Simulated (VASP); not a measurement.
# FeSi: what moves the LDA gap besides the functional, part 2 of 2

How far does the LDA gap of FeSi depend on cutoff, mesh and cell? The starting structure is a cell with measured lattice constants from the literature and the atomic positions of a computed structure of the Materials Project. The atoms were first relaxed with LDA+U (Fe d 5.3 eV) in that cell, in a run that isn't shown, and the relaxed structure is the one below; that run lowered the symmetry of the given structure from space group 198 to 19, with the magnetic order that it had.

VASP 6.6.1.

Results so far: reference 0.071 eV; cell and atoms relaxed by LDA 0.128 eV.

### Step 4. Bands with no band path

Level of this step: LDA, spin-polarised from an antiferromagnetic start; plane waves and PAW (Fe, Si) (VASP).

Against step 2 the input has no band path (also changed: NBANDS).

File INCAR:

```
SYSTEM = FeSi
PREC = Accurate
ENCUT = 350
EDIFF = 1E-06
NELM = 100
ISMEAR = 0
SIGMA = 0.03
LREAL = .FALSE.
ALGO = Normal
GGA = CA
NBANDS = 36
ISPIN = 2
MAGMOM = 3 -3 3 -3 0 0 0 0
LASPH = .TRUE.
LMAXMIX = 4
LORBIT = 11
LWAVE = .FALSE.
LCHARG = .FALSE.
KPAR = 8
```

File POSCAR:

```
FeSi
1.0
    4.4860000000      0.0000000000      0.0000000000
    0.0000000000      4.4860000000      0.0000000000
    0.0000000000      0.0000000000      4.4860000000
Fe Si
4 4
Direct
    0.1377358884      0.1491840320      0.1253492754
    0.3622641116      0.8508159680      0.6253492754
    0.6377358884      0.3508159680      0.8746507246
    0.8622641116      0.6491840320      0.3746507246
    0.8377404273      0.8421199206      0.8581137470
    0.6622595727      0.1578800794      0.3581137470
    0.3377404273      0.6578800794      0.1418862530
    0.1622595727      0.3421199206      0.6418862530
```

File KPOINTS:

```
Automatic mesh
0
Gamma
6 6 6
0 0 0
```

Potentials, in the order of the species: Fe and Si (LDA family, release 64).

On the command line:

```console
$ mpirun -np 8 vasp_std
```

What it wrote:

```text
[... set-up lines as in an earlier step ...]
 entering main loop
       N       E                     dE             d eps       ncg     rms          rms(c)
DAV:   1     0.288584145489E+03    0.28858E+03   -0.14639E+04  9216   0.110E+03
DAV:   2    -0.470008627285E+02   -0.33559E+03   -0.31526E+03  9216   0.311E+02
DAV:   3    -0.707508507740E+02   -0.23750E+02   -0.21689E+02 10948   0.985E+01
DAV:   4    -0.718904958400E+02   -0.11396E+01   -0.11243E+01 13876   0.208E+01
[...]
DAV:  19    -0.659833086216E+02   -0.14565E-04   -0.83405E-05 14416   0.114E-01    0.912E-03
DAV:  20    -0.659833105905E+02   -0.19689E-05   -0.36925E-06  9404   0.442E-02    0.461E-03
DAV:  21    -0.659833109739E+02   -0.38332E-06   -0.12005E-06  5184   0.271E-02
   1 F= -.65983311E+02 E0= -.65982998E+02  d E =-.624956E-03  mag=     0.0000
```

The job ended after 33 s (8 MPI ranks of AMD EPYC 7R43, shared host; peak memory 2.1 GiB; 4.3 min of CPU time).

Parts of OUTCAR (step 4):

```text
  Total       -8.5957033    -10.3292292    -10.1329871      0.0000000      0.0000000      0.0000000
  in kB     -152.5506945   -183.3161340   -179.8333615      0.0000000      0.0000000      0.0000000
  external PRESSURE =    -171.9000633 kB  Pullay stress =       0.0000000 kB

 POSITION                                       TOTAL-FORCE (eV/Angst)
 -----------------------------------------------------------------------------------
      0.61788      0.66924      0.56232        -0.080348     -0.603200      0.321308
      1.62512      3.81676      2.80532         0.080348      0.603200      0.321308
      2.86088      1.57376      3.92368        -0.080348      0.603200     -0.321308
      3.86812      2.91224      1.68068         0.080348     -0.603200     -0.321308
      3.75810      3.77775      3.84950        -0.209278     -0.379414     -0.518010
      2.97090      0.70825      1.60650         0.209278      0.379414     -0.518010
      1.51510      2.95125      0.63650        -0.209278      0.379414      0.518010
      0.72790      1.53475      2.87950         0.209278     -0.379414      0.518010
 -----------------------------------------------------------------------------------
    total drift:                               -0.000000      0.000000      0.000000

  FREE ENERGIE OF THE ION-ELECTRON SYSTEM (eV)
  ---------------------------------------------------
  free  energy   TOTEN  =       -65.9833109739 eV

  energy  without entropy=      -65.9826860178  energy(sigma->0) =      -65.98299850

 magnetization (x)
# of ion       s       p       d       tot
------------------------------------------
    1        0.000   0.000   0.000   0.000
    2       -0.000  -0.000  -0.000  -0.000
    3        0.000   0.000   0.000   0.000
    4       -0.000  -0.000  -0.000  -0.000
    5       -0.000   0.000   0.000   0.000
    6        0.000  -0.000   0.000  -0.000
    7       -0.000   0.000   0.000   0.000
    8        0.000  -0.000   0.000  -0.000
--------------------------------------------------
tot          0.000   0.000   0.000   0.000

[... 1 part as in an earlier step ...]

[... 2 further parts left out ...]
[key lines of the parts left out:]
E-fermi :   9.4070
```

With no band path the gap is 0.074 eV, +0.002 eV from the reference, read on the mesh alone.

### Step 5. Bands with a cutoff of 500 eV

Against step 2 the input has ENCUT = 500.

INCAR: that of step 4 with these lines changed.

```diff
@@ -2,3 +2,3 @@
 PREC = Accurate
-ENCUT = 350
+ENCUT = 500
 EDIFF = 1E-06
@@ -10,3 +10,3 @@
 GGA = CA
-NBANDS = 36
+NBANDS = 48
 ISPIN = 2
```

POSCAR is that of step 4.

KPOINTS is that of step 4.

File KPOINTS_OPT:

```
Line mode
8
Line-mode
Reciprocal
  0.00000000   0.00000000   0.00000000 GAMMA
  0.00000000   0.50000000   0.00000000 X

  0.00000000   0.50000000   0.00000000 X
  0.50000000   0.50000000   0.00000000 M

  0.50000000   0.50000000   0.00000000 M
  0.00000000   0.00000000   0.00000000 GAMMA

  0.00000000   0.00000000   0.00000000 GAMMA
  0.50000000   0.50000000   0.50000000 R

  0.50000000   0.50000000   0.50000000 R
  0.00000000   0.50000000   0.00000000 X

  0.50000000   0.50000000   0.00000000 M
  0.50000000   0.50000000   0.50000000 R
```

On the command line:

```console
$ mpirun -np 8 vasp_std
```

What it wrote:

```text
[... set-up lines as in an earlier step ...]
 entering main loop
       N       E                     dE             d eps       ncg     rms          rms(c)
DAV:   1     0.335863470918E+03    0.33586E+03   -0.17538E+04 12288   0.109E+03
DAV:   2    -0.392796200495E+02   -0.37514E+03   -0.33986E+03 12312   0.277E+02
DAV:   3    -0.707664924588E+02   -0.31487E+02   -0.27791E+02 14216   0.936E+01
DAV:   4    -0.718944525716E+02   -0.11280E+01   -0.11160E+01 16344   0.180E+01
[...]
DAV:  18    -0.659824701637E+02   -0.32666E-04   -0.76054E-05 22712   0.200E-01    0.127E-02
DAV:  19    -0.659824737136E+02   -0.35498E-05   -0.11337E-05 19360   0.599E-02    0.610E-03
DAV:  20    -0.659824741305E+02   -0.41692E-06   -0.18461E-06  8656   0.202E-02
   1 F= -.65982474E+02 E0= -.65982162E+02  d E =-.625136E-03  mag=    -0.0000
 Start KPOINTS_OPT (optional k-point list driver)
k-point batch [1-48\48]
       N       E                     dE             ncg
DAV:   1     0.342967640867E+05   -0.18081E+05     9224
DAV:   2     0.166903852822E+05   -0.17606E+05     9280
DAV:   3     0.152858004523E+05   -0.14046E+04    10672
DAV:   4     0.152387777153E+05   -0.47023E+02    11176
[...]
DAV:   8     0.152374070378E+05   -0.18270E-03    11024
DAV:   9     0.152374070271E+05   -0.10763E-04     8368
DAV:  10     0.152374070262E+05   -0.84852E-06     6608
```

The job ended after 1.9 min (8 MPI ranks; peak memory 5.5 GiB; 15 min of CPU time).

OUTCAR, selected parts (step 5):

```text
  Total       -8.4249317    -10.1619853     -9.9675312      0.0000000      0.0000000      0.0000000
  in kB     -149.5199577   -180.3480028   -176.8969632      0.0000000      0.0000000      0.0000000
  external PRESSURE =    -168.9216413 kB  Pullay stress =       0.0000000 kB

 POSITION                                       TOTAL-FORCE (eV/Angst)
 -----------------------------------------------------------------------------------
      0.61788      0.66924      0.56232        -0.080558     -0.602911      0.322052
      1.62512      3.81676      2.80532         0.080558      0.602911      0.322052
      2.86088      1.57376      3.92368        -0.080558      0.602911     -0.322052
      3.86812      2.91224      1.68068         0.080558     -0.602911     -0.322052
      3.75810      3.77775      3.84950        -0.211814     -0.379847     -0.517888
      2.97090      0.70825      1.60650         0.211814      0.379847     -0.517888
      1.51510      2.95125      0.63650        -0.211814      0.379847      0.517888
      0.72790      1.53475      2.87950         0.211814     -0.379847      0.517888
 -----------------------------------------------------------------------------------
    total drift:                               -0.000000     -0.000000      0.000000

  FREE ENERGIE OF THE ION-ELECTRON SYSTEM (eV)
  ---------------------------------------------------
  free  energy   TOTEN  =       -65.9824741305 eV

  energy  without entropy=      -65.9818489949  energy(sigma->0) =      -65.98216156

[... 2 parts as in an earlier step ...]

[... 2 further parts left out ...]
[key lines of the parts left out:]
E-fermi :   9.4018
```

With a cutoff of 500 eV the gap is 0.071 eV, +0.000 eV from the reference.

### Step 6. Bands with an 8×8×8 mesh

Against step 2 the input has an 8×8×8 mesh.

INCAR: that of step 5 with these lines changed.

```diff
@@ -2,3 +2,3 @@
 PREC = Accurate
-ENCUT = 500
+ENCUT = 350
 EDIFF = 1E-06
```

POSCAR is that of step 5.

File KPOINTS:

```
Automatic mesh
0
Gamma
8 8 8
0 0 0
```

KPOINTS_OPT is that of step 5.

On the command line:

```console
$ mpirun -np 8 vasp_std
```

What it wrote:

```text
[... set-up lines as in an earlier step ...]
 entering main loop
       N       E                     dE             d eps       ncg     rms          rms(c)
DAV:   1     0.277482823619E+03    0.27748E+03   -0.13598E+04 24000   0.825E+02
DAV:   2    -0.472203218387E+02   -0.32470E+03   -0.29214E+03 24360   0.238E+02
DAV:   3    -0.711311960852E+02   -0.23911E+02   -0.21589E+02 28392   0.767E+01
DAV:   4    -0.718873322299E+02   -0.75614E+00   -0.75050E+00 31472   0.141E+01
[...]
DAV:  18    -0.659838407636E+02   -0.34030E-04   -0.72373E-05 44040   0.198E-01    0.155E-02
DAV:  19    -0.659838456108E+02   -0.48473E-05   -0.12081E-05 37912   0.599E-02    0.723E-03
DAV:  20    -0.659838462735E+02   -0.66267E-06   -0.17787E-06 17304   0.215E-02
   1 F= -.65983846E+02 E0= -.65983377E+02  d E =-.938510E-03  mag=     0.0000
 Start KPOINTS_OPT (optional k-point list driver)
k-point batch [1-48\48]
       N       E                     dE             ncg
DAV:   1     0.363929752845E+05   -0.13060E+05     9216
DAV:   2     0.210820043287E+05   -0.15311E+05     9448
DAV:   3     0.199970679993E+05   -0.10849E+04    10896
DAV:   4     0.199661882332E+05   -0.30880E+02    11072
[...]
DAV:   8     0.199652840596E+05   -0.10392E-03    10848
DAV:   9     0.199652840544E+05   -0.52132E-05     7384
DAV:  10     0.199652840537E+05   -0.75879E-06     6600
```

Run time: 1.7 min. Hardware: 8 MPI ranks; peak memory 5.8 GiB.

Parts of OUTCAR (step 6):

```text
  Total       -8.5991521    -10.3131491    -10.1313207      0.0000000      0.0000000      0.0000000
  in kB     -152.6119019   -183.0307550   -179.8037884      0.0000000      0.0000000      0.0000000
  external PRESSURE =    -171.8154818 kB  Pullay stress =       0.0000000 kB

 POSITION                                       TOTAL-FORCE (eV/Angst)
 -----------------------------------------------------------------------------------
      0.61788      0.66924      0.56232        -0.077992     -0.602919      0.318681
      1.62512      3.81676      2.80532         0.077992      0.602919      0.318681
      2.86088      1.57376      3.92368        -0.077992      0.602919     -0.318681
      3.86812      2.91224      1.68068         0.077992     -0.602919     -0.318681
      3.75810      3.77775      3.84950        -0.209352     -0.378926     -0.516180
      2.97090      0.70825      1.60650         0.209352      0.378926     -0.516180
      1.51510      2.95125      0.63650        -0.209352      0.378926      0.516180
      0.72790      1.53475      2.87950         0.209352     -0.378926      0.516180
 -----------------------------------------------------------------------------------
    total drift:                               -0.000000      0.000000      0.000000

  FREE ENERGIE OF THE ION-ELECTRON SYSTEM (eV)
  ---------------------------------------------------
  free  energy   TOTEN  =       -65.9838462735 eV

  energy  without entropy=      -65.9829077633  energy(sigma->0) =      -65.98337702

[... 2 parts as in an earlier step ...]

[... 2 further parts left out ...]
[key lines of the parts left out:]
E-fermi :   9.4048
```

With an 8×8×8 mesh the gap is 0.036 eV, -0.035 eV from the reference.

### Step 7. All runs side by side

```csv
run,gap (eV),change (eV),core minutes
reference,0.071,-,8.67
cell and atoms relaxed by LDA,0.128,0.057,5.47
no band path,0.074,0.002,4.4
a cutoff of 500 eV,0.071,0.0,15.6
an 8×8×8 mesh,0.036,-0.035,13.5
```

Core minutes are wall time times ranks of the run shown, on a shared host.

### Step 8. Summary of results

* reference gap: 0.071 eV
* gap with cell and atoms relaxed by LDA: 0.128 eV
* gap with no band path: 0.074 eV
* gap with a cutoff of 500 eV: 0.071 eV
* gap with an 8×8×8 mesh: 0.036 eV

In words: Among the runs that read a gap along the path, the one with cell and atoms relaxed by LDA moves it most, by +0.057 eV. On finer settings it changes by +0.000 eV with a cutoff of 500 eV and -0.035 eV with an 8×8×8 mesh. The functional's own error isn't tested here. Further runs on this material are not shown.

[Lines on the potential files, build, host, timing and source positions are cut from VASP's logs without a mark.]

[Logs are printed without paths, hosts, clocks, repeated set-up lines and the standing remarks that a program may print on its own settings, such as how far it seeks lower states.]

[Hosts, paths, dates, database ids (printed as entryN), source tags and the programs' standing remarks are cut or masked in the printed files.]
